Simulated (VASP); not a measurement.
Set up this calculation in VASP 6.6.1, as the native input.

| Quantity | Value |
| --- | --- |
| Task | band structure |
| Functional | SCAN |
| Potentials or basis | VASP PAW PBE potentials, release 64 (Mg) |
| Cutoff | 520 eV |
| k mesh | 10 × 10 × 5 |
| Occupations | fermi-dirac, width 0.05 eV |
| Spin | no spin polarisation |
| Further INCAR settings | ALGO = Normal; EDIFF = 1e-06 |

The structure of Mg lies in POSCAR:

```
Mg
1.0
    3.2093000000      0.0000000000      0.0000000000
   -1.6046500000      2.7793353284      0.0000000000
    0.0000000000      0.0000000000      5.2103000000
Mg
2
Direct
    0.6666666667      0.3333333333      0.7500000000
    0.3333333333      0.6666666667      0.2500000000
```

The input as run:

INCAR

```
SYSTEM = Mg
ALGO = Normal
EDIFF = 1E-6
ENCUT = 520
ISIF = 2
ISMEAR = -1
LASPH = .True.
LCHARG = .False.
LMIXTAU = .True.
LREAL = .False.
LWAVE = .False.
METAGGA = SCAN
NELM = 60
PREC = Accurate
SIGMA = 0.05
```

KPOINTS

```
k-points
0
Gamma
  10 10 5
  0 0 0
```

KPOINTS_OPT

```
path GMKGALHA,LM,KH
15
line-mode
reciprocal
 0.0000000000  0.0000000000  0.0000000000  G
 0.5000000000  0.0000000000  0.0000000000  M

 0.5000000000  0.0000000000  0.0000000000  M
 0.3333333333  0.3333333333  0.0000000000  K

 0.3333333333  0.3333333333  0.0000000000  K
 0.0000000000  0.0000000000  0.0000000000  G

 0.0000000000  0.0000000000  0.0000000000  G
 0.0000000000  0.0000000000  0.5000000000  A

 0.0000000000  0.0000000000  0.5000000000  A
 0.5000000000  0.0000000000  0.5000000000  L

 0.5000000000  0.0000000000  0.5000000000  L
 0.3333333333  0.3333333333  0.5000000000  H

 0.3333333333  0.3333333333  0.5000000000  H
 0.0000000000  0.0000000000  0.5000000000  A

 0.5000000000  0.0000000000  0.5000000000  L
 0.5000000000  0.0000000000  0.0000000000  M

 0.3333333333  0.3333333333  0.0000000000  K
 0.3333333333  0.3333333333  0.5000000000  H
```

Potentials or basis: VASP PAW PBE potentials, release 64 (Mg).

Launch:

```bash
$ cat potpaw_PBE.64/Mg/POTCAR > POTCAR
$ mpirun -np 1 vasp_std > vasp.out
```

Results of the run:

| Property | Result |
| --- | --- |
| Pressure | -1.2 GPa |
| Band gap along the path | none (metal or under the smearing width) |

Caveat: the PAW data sets were made with another functional, which shifts forces and pressure a little.

Run time: 4.6 min on 1 thread of AMD EPYC 7571 (shared host), peak memory 0.14 GiB.
